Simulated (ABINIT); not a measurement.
Runs of ABINIT 10.8.3 (patched build) on CdSe (Cadmoselite). The structure is hexagonal, space group P6_3mc (No. 186). The conventional cell has a = 4.300 Å, b = 4.300 Å, c = 7.020 Å, α = 90.00°, β = 90.00°, γ = 120.00°. Around Cd (site symmetry 3m) lie 4 Se at 2.61 to 2.70 Å. Se (site symmetry 3m) is surrounded by 4 Cd at 2.61 to 2.70 Å. 

```tsv
task	level	potentials or basis	k mesh	cutoff (eV)	fine-grid cutoff	mesh quality	gap on the mesh (eV)	largest force (eV/Å)
band structure	LDA	JTH PAW LDA v2.0	7 × 7 × 4	463	925.187 eV	not flagged	0.42	0.26
band structure	LDA-PZ	JTH PAW LDA v2.0	7 × 7 × 4	463	925.187 eV	not flagged	0.42	0.26
single point	r2SCAN	JTH PAW PBE v2.0	3 × 3 × 2	544	1088.46 eV	coarse	1.15	(a)
single point	LDA	JTH PAW LDA v2.0	4 × 4 × 2	463	925.187 eV	coarse	0.41	0.27
single point	LDA	JTH PAW LDA v2.0	3 × 3 × 2	463	925.187 eV	coarse	0.38	(b)
```

Alike in all rows: no spin polarisation; cell as given; smearing fermi-dirac 0.05 eV.

Task: Estimate the missing entries.

Result: (a) 0.34; (b) 0.31.

Caveats: some runs use coarse meshes; an odd mesh through Γ misses points on the zone boundary, where band edges often lie (some runs); the PAW data sets were made with another functional, which shifts forces and pressure a little (some runs).

A k mesh can miss the band edges, and the runs leave out spin-orbit coupling on Cd, Se.

Not every run made on this cell is shown here.
